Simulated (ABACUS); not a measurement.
The system is Ir.

```
Ir
1.0
     2.75138    0.00000    0.00000
    -1.37569    2.38276    0.00000
     0.00000    0.00000    4.46229
Ir
2
Direct
  0.33333 0.66667 0.25000
  0.66667 0.33333 0.75000
```

This isn't the form of Ir at room conditions, which is fcc.

| Quantity | Value |
| --- | --- |
| Program | ABACUS 3.10.1 |
| Task | single point |
| Functional | PBE |
| Potentials or basis | PseudoDojo NC SR 0.4.1 PBE standard |
| Cutoff | 925 eV |
| Density cutoff | 3701 eV |
| Basis | plane waves |
| k mesh | 11 × 11 × 6 |
| Occupations | fermi-dirac, width 0.05 eV |
| Spin | no spin polarisation |

On this cell: pressure -2.0 GPa; largest force under 0.003 eV/Å; band gap on the k mesh none (metal or under the smearing width).

The same run follows on a disturbed copy (atoms moved at random, drawn with an rms of 0.05 Å):

```
Ir
1.0
     2.75138    0.00000    0.00000
    -1.37569    2.38276    0.00000
     0.00000    0.00000    4.46229
Ir
2
Cartesian
  0.0379 1.5758 1.1474
  1.3111 0.8221 3.3311
```

Problem. What does the disturbed cell give?

Solution. The energy (extrapolated to zero smearing) moves by +20.6 meV/atom; pressure -1.1 GPa; largest force 0.775 eV/Å; band gap on the k mesh none (metal or under the smearing width).

Forces in eV/Å, atoms in the order of the input:
```
Ir  -0.487  0.202 -0.568
Ir   0.487 -0.202  0.568
```

Stress tensor (GPa, compression positive):
```
-0.92 -0.74  1.16
-0.74 -1.67 -0.52
 1.16 -0.52 -0.64
```
